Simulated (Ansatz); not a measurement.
Runs of Ansatz 0.2.0 on GaP. The structure is cubic, space group F-43m (No. 216). Conventional cell: a = 5.451 Å, b = 5.451 Å, c = 5.451 Å, α = 90.00°, β = 90.00°, γ = 90.00°. Around Ga (site symmetry -43m) lie 4 P at 2.36 Å. P (site symmetry -43m) is surrounded by 4 Ga at 2.36 Å. 

| level | cutoff (eV) | gap on the mesh (eV) | pressure (GPa) | relaxed volume (Å³/atom) |
| --- | --- | --- | --- | --- |
| PBEsol | 420 | 1.50 | 0.0 | 20.11 |
| RPBE | 420 | 1.49 | 0.0 | 21.43 |
| BLYP | 420 | (a) | 0.0 | 21.92 |
| r2SCAN | 500 | (c) | 0.0 | 20.24 |
| PBE | 420 | (b) | 0.0 | 20.85 |

Alike in all rows: task relaxation of cell and atoms; potentials or basis Ansatz PAW; no spin polarisation; cell relaxed; k mesh 8 × 8 × 8; smearing fermi-dirac 0.05 eV.

Estimate the missing entries.

(a) 1.04; (b) 1.58; (c) 1.89.

Caveats: the plane-wave basis is chosen anew once the cell has moved, so the energies of steps on either side of that aren't comparable; the PAW data sets come from PBE, with cores solved anew for the run's functional, which leaves a small shift of forces and pressure (some runs).

A k mesh can miss the band edges, and the runs leave out spin-orbit coupling on Ga.
